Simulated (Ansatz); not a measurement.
# SiC (F-43m): the host for defect calculations, part 2 of 2

Before any defect goes in: SiC (F-43m) at rest, and how it screens a charge.

Ansatz 0.2.0; plane-wave PAW DFT, PBEsol; relaxation of the host's cell and atoms; PAW set soft_1 (the session's first sound run).

So far, mean electronic dielectric tensor: step 3 (dielectric tensors of the host) 7.06.

## Step 5: Defect free supercell at the zone centre

Level of this step: plane-wave PAW DFT, PBEsol; single point of the defect-free host, a test of the k-point sampling; PAW set soft_1 (Ansatz).

The supercell is run at the zone centre, to see how far that sampling misses the dense mesh.

System of this step: SiC (F-43m). The cell holds 128 atoms: 64 Si and 64 C. Its edges and angles: a = 12.323 Å, b = 12.323 Å, c = 12.323 Å, α = 60.0°, β = 60.0°, γ = 60.0°.

pristine.sampling_gamma/input.yaml reads:

```yaml
crystal:
  lattice:
    - [0.0, 8.7138220132, 8.7138220132]
    - [8.7138220132, 0.0, 8.7138220132]
    - [8.7138220132, 8.7138220132, 0.0]
  atoms:
    - { symbol: Si, position: [0.0, 0.0, 0.0] }
    - { symbol: C, position: [0.0625, 0.0625, 0.0625] }
    - { symbol: Si, position: [0.0, 0.0, 0.25] }
    - { symbol: C, position: [0.0625, 0.0625, 0.3125] }
    - { symbol: Si, position: [0.0, 0.0, 0.5] }
    - { symbol: C, position: [0.0625, 0.0625, 0.5625] }
    - { symbol: Si, position: [0.0, 0.0, 0.75] }
    - { symbol: C, position: [0.0625, 0.0625, 0.8125] }
    - { symbol: Si, position: [0.0, 0.25, 0.0] }
    - { symbol: C, position: [0.0625, 0.3125, 0.0625] }
    - { symbol: Si, position: [0.0, 0.25, 0.25] }
    - { symbol: C, position: [0.0625, 0.3125, 0.3125] }
    - { symbol: Si, position: [0.0, 0.25, 0.5] }
    - { symbol: C, position: [0.0625, 0.3125, 0.5625] }
    - { symbol: Si, position: [0.0, 0.25, 0.75] }
    - { symbol: C, position: [0.0625, 0.3125, 0.8125] }
    - { symbol: Si, position: [0.0, 0.5, 0.0] }
    - { symbol: C, position: [0.0625, 0.5625, 0.0625] }
    - { symbol: Si, position: [0.0, 0.5, 0.25] }
    - { symbol: C, position: [0.0625, 0.5625, 0.3125] }
    - { symbol: Si, position: [0.0, 0.5, 0.5] }
    - { symbol: C, position: [0.0625, 0.5625, 0.5625] }
    - { symbol: Si, position: [0.0, 0.5, 0.75] }
    - { symbol: C, position: [0.0625, 0.5625, 0.8125] }
    - { symbol: Si, position: [0.0, 0.75, 0.0] }
    - { symbol: C, position: [0.0625, 0.8125, 0.0625] }
    - { symbol: Si, position: [0.0, 0.75, 0.25] }
    - { symbol: C, position: [0.0625, 0.8125, 0.3125] }
    - { symbol: Si, position: [0.0, 0.75, 0.5] }
    - { symbol: C, position: [0.0625, 0.8125, 0.5625] }
[... 92 atom lines left out ...]
    - { symbol: Si, position: [0.75, 0.75, 0.25] }
    - { symbol: C, position: [0.8125, 0.8125, 0.3125] }
    - { symbol: Si, position: [0.75, 0.75, 0.5] }
    - { symbol: C, position: [0.8125, 0.8125, 0.5625] }
    - { symbol: Si, position: [0.75, 0.75, 0.75] }
    - { symbol: C, position: [0.8125, 0.8125, 0.8125] }
basis:
  ecutwfc: 420
  xc_grid: 2
hamiltonian:
  xc: pbesol
  pseudopotentials: { kind: paw, azcp: { folder: soft_1 }, xc_functional: pbe }
kpoints:
  mp_grid: { grid: [1, 1, 1] }
scf:
  occupations: { method: fermi_dirac, width: 0.01 }
  max_iter: 100
  lower_state_search: "off"
checkpoint:
  write: "../pristine.sampling_gamma.run"
  compress: false
  write_wavefunctions: false
  write_every: 100000
```

The run is started by

```sh
$ ansatz run input.yaml --threads 32 --pin off --max-ram 84787MiB --backend cuda --events-out ev --progress --plain --runs-dir out --max-vram 78GiB
```

Numbers of over 12 decimals in the logs are rounded to 6 here.

What it wrote:

```text
[...]
GPU FFT provider: cuFFT
GPU libraries: cuBLAS 13.8.1, cuFFT 12.4.0, cuSOLVER 12.3.2
[...]
Crystal: 128 atoms, lattice volume = 1323.293 Å³
Basis set: ecut = 420 eV, 25893 PW (Γ), exchange–correlation on 180×180×180 points (8 copies of the dense FFT grid, shifted against one another)
Bands: 384, of which v1, the nominal top of the filled ones, is band 256 counted from 1 (255 counted from 0)
Symmetry: 1536 space group operations
[...]
k-points: 1
[...]
GPU buffer pool allocated for 729000 grid points (all kernels)
[...]
SCF iter   1: F=—  HF=-55684.967934 eV  |Δ(HF+E_count)|=         —  Δρ=1.35e-1  dr2=2.97e2  Hψ=1657
[...]
SCF iter   5: F=—  HF=-55589.017406 eV  |Δ(HF+E_count)|=   9.71e-3  Δρ=2.69e-4  dr2=8.43e-4  Hψ=520
automatic band count: iteration 5 solves 297 bands in place of 384: the levels show a gap, and the empty bands left out lie too high to hold charge; the band table lists the bands solved (type scf.n_extra_bands for more)
SCF iter   6: F=—  HF=-55589.017120 eV  |Δ(HF+E_count)|=   2.87e-4  Δρ=3.70e-5  dr2=1.29e-5  Hψ=513
[...]
SCF iter   8: F=-55589.017339 eV  HF=-55589.017339 eV  |Δ(HF+E_count)|=   2.18e-8  Δρ=1.56e-7  dr2=1.58e-10  Hψ=817
SCF 1 converged in 8 iterations: F = -55589.017339 eV  dr2 = 1.58e-10
[...]
SCF converged after 8 iterations
Free energy (F): -55589.017339 eV
[...]
Internal energy: -55589.017339 eV  (E = F + TS)
E sigma→0 (E₀):  -55589.017339 eV
Fermi energy:    10.084898 eV
[...]
```

Wall time 1.3 s (1 × NVIDIA GB200 with 32 threads of Arm Neoverse V2, shared host); peak memory 1 GiB; 3.2 s of CPU time.

## Step 6: Defect free supercell at the quarter point

The supercell is run at one point off the zone centre, to see how far that sampling misses the dense mesh.

pristine.sampling_quarter/input.yaml, as its differences from pristine.sampling_gamma/input.yaml of step 5:

```diff
@@ -50,3 +50,3 @@
 kpoints:
-  mp_grid: { grid: [1, 1, 1] }
+  mp_grid: { grid: [1, 1, 1], shift: [0.25, 0.25, 0.25] }
 scf:
@@ -56,3 +56,3 @@
 checkpoint:
-  write: "../pristine.sampling_gamma.run"
+  write: "../pristine.sampling_quarter.run"
   compress: false
```

What it wrote:

```text
[...]
GPU FFT provider: cuFFT
GPU libraries: cuBLAS 13.8.1, cuFFT 12.4.0, cuSOLVER 12.3.2
[...]
Crystal: 128 atoms, lattice volume = 1323.293 Å³
Basis set: ecut = 420 eV, 25893 PW (Γ), exchange–correlation on 180×180×180 points (8 copies of the dense FFT grid, shifted against one another)
Bands: 384, of which v1, the nominal top of the filled ones, is band 256 counted from 1 (255 counted from 0)
Symmetry: 384 space group operations
k-points: 1
[...]
GPU buffer pool allocated for 729000 grid points (all kernels)
[...]
SCF iter   1: F=—  HF=-55686.978320 eV  |Δ(HF+E_count)|=         —  Δρ=1.34e-1  dr2=2.93e2  Hψ=1765
[...]
SCF iter   8: F=-55593.288002 eV  HF=-55593.288002 eV  |Δ(HF+E_count)|=   5.01e-8  Δρ=1.47e-7  dr2=2.43e-10  Hψ=765
SCF 1 converged in 8 iterations: F = -55593.288002 eV  dr2 = 2.43e-10
[...]
SCF converged after 8 iterations
Free energy (F): -55593.288002 eV
[...]
Internal energy: -55593.288002 eV  (E = F + TS)
E sigma→0 (E₀):  -55593.288002 eV
Fermi energy:    10.183471 eV
[...]
```

The job ended after 1.4 s (1 × NVIDIA GB200 with 32 threads; peak memory 1.1 GiB; 3.4 s of CPU time).

## Step 7: What came out

```
primitive cell vectors, lengths                                      : 3.081, 3.081, 3.081 Å
electronic dielectric constant                                       : 7.06
static dielectric constant                                           : 10.44
gap on the k-mesh of the response run (PBEsol)                       : 1.39 eV
energy an atom at the zone centre alone less that on the dense mesh  : 0.065 eV
energy an atom at one point at (¼, ¼, ¼) less that on the dense mesh : 0.032 eV
```

**Reading.** The k-mesh can miss the band edges, so this gap is an upper bound at this level. All at zero temperature.

[Logs are printed without paths, hosts, clocks, repeated set-up lines and the standing remarks that a program may print on its own settings, such as how far it seeks lower states.]

[Hosts, paths, dates, database ids (printed as entryN), source tags and the programs' standing remarks are cut or masked in the printed files.]

[Runs of the host that timed out are not shown.]

[For some hosts the program warned that the k-mesh of the response run may be too coarse for force constants and the static dielectric constant; such warnings are not always shown.]

[The program warned that the k-mesh of a response run behind this text may be too coarse: force constants, and the static dielectric constant and all else formed from them, are not shown converged.]
